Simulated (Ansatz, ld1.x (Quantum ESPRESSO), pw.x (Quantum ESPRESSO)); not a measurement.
magnesium (Mg): one change to the RRKJ potential, in the atom and in the fcc crystal

```json
{
  "Element": "magnesium",
  "Generator": "ld1.x (Quantum ESPRESSO) 7.5",
  "Type": "norm-conserving RRKJ (Kleinman–Bylander form)",
  "Functional": "PBE",
  "Relativity": "scalar-relativistic",
  "Frozen core": "[Ne]",
  "Valence charge": "2",
  "Reference configuration": "3s1 3p0 (charge +1)",
  "Partial waves": "3p (bound, empty): rc 2.90 bohr; 3s (bound): rc 1.70 bohr",
  "Local potential": "the s channel",
  "Core correction": "none"
}
```

Change: all radii scaled by about 0.81 (s 1.38, p 2.34 bohr).

Cutoffs, loose and tight: the cutoffs (Ry, on a coarse ladder) from which the occupation-weighted sum of valence levels, in a spherical-Bessel basis at the reference potential, stays within 10 and 1 mRy of its value at 400 Ry. They do not see the model core or the augmentation charge, which bear on the density cutoff. Test errors are all-electron minus pseudo excitation energies from the reference, over the configurations 3s2 3p0; 3s1.5 3p0; 3s1 3p1; 3s0 3p2; 3s0 3p1; variants that change the core or the reference have their own tests.

Crystal test: fcc Mg in pw.x 7.5, no spin, 13³ k-points, Fermi–Dirac smearing 0.01 Ry, cutoffs set for each file from its atomic test. The reference is all-electron LAPW (Ansatz 0.2.0) with the same functional, mesh and smearing; V0 and B0 come from Birch–Murnaghan fits to the pressures at five volumes. Errors are pseudo minus all-electron; Δ is the rms difference of the E(V) curves that follow from these fits, minima aligned, over ±6 % about the mean V0. Mesh and smearing are coarse, so the numbers serve the comparison and aren't converged zero-temperature values; the lattice is a test structure that the element need not adopt.

All-electron: a0 = 4.524 Å (V0 = 23.15 Å³/atom), B0 = 35.0 GPa.

**Question.** Does the change bring the crystal closer to the all-electron result?

**Answer.** The mean pressure error goes from +1.08 to -2.45 GPa, so the change moves the solid further from the all-electron pressures.

```csv
quantity,base,changed
outcome (atom),generated,generated
"cutoff, loose (atom)",8 Ry,40 Ry
"cutoff, tight (atom)",30 Ry,100 Ry
bound ghosts (atom),none,p
largest test error (meV) (atom),+58,+79
cutoffs in pw.x (Ry),40/160,120/480
a0 (Å),4.570,–
a0 error (%),+1.01,–
B0 error (%),-3.8,–
Δ (meV/atom),5.3,–
mean pressure error (GPa),+1.08,-2.45
```

A dash: not determined, or the minimum lies outside the volumes sampled.

Base: This is a poor potential for the solid. Changed file: This is a poor potential for the solid. Note: ghost state, extra bound levels that the all-electron valence spectrum of the same l lacks: p at -8.0 eV. A true bound ghost makes a file unfit for plane-wave use. The atomic cutoffs weigh occupied waves only.
